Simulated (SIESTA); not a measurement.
## PtSe2 (Sudovikovite) in SIESTA: convergence with ElectronicTemperature

Input of the first run (ElectronicTemperature 0.5); the others differ in this setting and in those tied to it:

run.py

```python
from ase import Atoms
from ase.calculators.siesta import Siesta
from ase.units import Ry, GPa

atoms = Atoms(
    ['Pt', 'Se', 'Se'],
    cell=[
        [3.724, 0.0, 0.0],
        [-1.862, 3.2250786037, 0.0],
        [0.0, 0.0, 5.062],
    ],
    scaled_positions=[
        [0.011333, 0.022629, 0.006602],
        [0.650345, 0.331345, 0.740001],
        [0.332382, 0.655127, 0.246311],
    ],
    pbc=True,
)

fdf = {
    'SCFMustConverge': False,
    'OccupationFunction': 'FD',
    'ElectronicTemperature': '0.5 eV',
    'MaxSCFIterations': '120',
    'SCF.Mixer.Method': 'Pulay',
    'SCF.Mixer.Weight': '0.25',
    'SCF.Mixer.History': '8',
    'SCF.DM.Tolerance': '5.0e-05',
    'SCF.H.Tolerance': '1.0e-03 eV',
    'WriteForces': 'true',
    'Charge.Mulliken': 'end',
}
calc = Siesta(
    label="PtSe2",
    command="siesta < PREFIX.fdf > PREFIX.out",
    pseudo_path="pseudos",
    pseudo_qualifier="",
    xc=('GGA', 'PBE'),
    basis_set="DZP",
    mesh_cutoff=800 * Ry,
    energy_shift=0.002 * Ry,
    kpts=[6, 6, 4],
    spin="non-polarized",
    fdf_arguments=fdf,
)
atoms.calc = calc

print(f"energy = {atoms.get_potential_energy():.6f} eV")
free = atoms.get_potential_energy(force_consistent=True)
print(f"free energy = {free:.6f} eV")
print("forces (eV/A):")
print(atoms.get_forces(apply_constraint=False).round(6))
print("stress (GPa, Voigt order, tension positive):", (atoms.get_stress() / GPa).round(4))
```

Potentials or basis: PseudoDojo 0.4 standard (PBE files), DZP (energy shift 0.002 Ry).

Command:

```console
$ python run.py
```

The cell isn't the ideal one: atoms moved at random, drawn with an rms of 0.05 Å.

Hardware: 1 thread of Arm Neoverse V1, with other jobs on the host.

| ElectronicTemperature | energy less the tightest run, at zero smearing (meV/atom) | pressure (GPa) | largest force (eV/Å) | SCF cycles | CPU time (s) | peak memory (GiB) |
| --- | --- | --- | --- | --- | --- | --- |
| 0.5 | 33.33 | 16.52 | 2.690 | 10 | 55 | 0.35 |
| 0.3 | 7.83 | 15.06 | 2.628 | 11 | 58 | 0.35 |
| 0.2 | 1.51 | 14.74 | 2.614 | 11 | 58 | 0.35 |
| 0.1 | -0.34 | 14.62 | 2.606 | 11 | 58 | 0.35 |
| 0.05 | -0.19 | 14.61 | 2.596 | 11 | 58 | 0.35 |
| 0.025 | -0.08 | 14.61 | 2.587 | 10 | 55 | 0.35 |
| 0.01 | 0.00 | 14.61 | 2.583 | 10 | 55 | 0.35 |

Against the tightest run, the energy stays within 1 meV/atom from 0.1 on; the pressure stays within 0.1 GPa from 0.1 on; the largest force stays within 0.005 eV/Å from 0.025 on. The tightest run that finished is the yardstick and may itself not be fully converged.

Caveat, for the tightest run too: semicore shells carry a single zeta, which can move pressures by several GPa and volumes by a few percent; the basis of atomic orbitals isn't converged, which shifts pressures, moduli and gaps. Spin-orbit coupling is left out, which matters for the levels of Pt.
